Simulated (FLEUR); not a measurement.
# KCl (Sylvite) (Fm-3m) in FLEUR: further runs, part 2 of 2

FLEUR MaX-R8.1 (later development tree). The steps go on from the part before.

### 6 Equation of state, Wu-Cohen GGA, 32.40 Å³/atom (volume scaled by 1.04)

Changes to inp.xml since step 5:

```diff
@@ -24,3 +24,3 @@
       <xi:include xmlns:xi="http://www.w3.org/2001/XInclude" href="sym.xml"> </xi:include>
-      <bulkLattice scale="1.0000000000">
+      <bulkLattice scale="1.0131594038">
          <bravaisMatrix>
```

Potentials or basis: all-electron, FLAPW.

Started as:

```console
$ inpgen -f crystal.txt -profile fastHighL
$ # inp.xml edited to the form shown
$ fleur_MPI
```

Wall time 42 s (1 thread of Arm Neoverse V1, shared host); peak memory 0.08 GiB.

The run converged. Its results:

- Free energy: -28930.7646 eV
- Band gap on the k mesh: 5.01 eV, direct
- Valence electrons inside the program's atomic spheres: K 7.83; Cl 6.37 (radii K 2.66, Cl 2.5 bohr)

Caveat: an odd mesh through Γ misses points on the zone boundary, where band edges often lie.

### 7 Equation of state, Wu-Cohen GGA, 33.02 Å³/atom (volume scaled by 1.06)

Changes to inp.xml since step 6:

```diff
@@ -24,3 +24,3 @@
       <xi:include xmlns:xi="http://www.w3.org/2001/XInclude" href="sym.xml"> </xi:include>
-      <bulkLattice scale="1.0131594038">
+      <bulkLattice scale="1.0196128224">
          <bravaisMatrix>
```

Started as:

```console
$ inpgen -f crystal.txt -profile fastHighL
$ # inp.xml edited to the form shown
$ fleur_MPI
```

Wall time 44 s (1 thread of Arm Neoverse V1, shared host); peak memory 0.08 GiB.

It converged, with:

```
Free energy                                           : -28930.7575 eV
Band gap on the k mesh                                : 4.96 eV, direct
Valence electrons inside the program's atomic spheres : K 7.83; Cl 6.37 (radii K 2.66, Cl 2.5 bohr)
```

Caveat: an odd mesh through Γ misses points on the zone boundary, where band edges often lie.

### 8 Equation of state, Wu-Cohen GGA

Potentials or basis: all-electron, FLAPW.

This step only gathers the single runs of the series.

What came out:

- Equilibrium volume: 30.73 Å³/atom
- Bulk modulus: 17.2 GPa
- Pressure derivative of the bulk modulus: 5.1 (rough: it moves with the points fitted)

Energy against volume, from the lowest point:
| volume (Å³/atom) | energy (meV/atom) |
| --- | --- |
| 29.282 | 3.73 |
| 29.905 | 0.95 |
| 31.151 | 0.00 |
| 32.397 | 4.07 |
| 33.020 | 7.62 |

### 9 Comparison with measurements

Step 2. Against the measured gap of KCl, 8.68 eV (a printed reference work, monograph), the calculated 5.12 eV is off by -3.56 eV. The value is that of Wu-Cohen GGA, without temperature or zero-point motion.
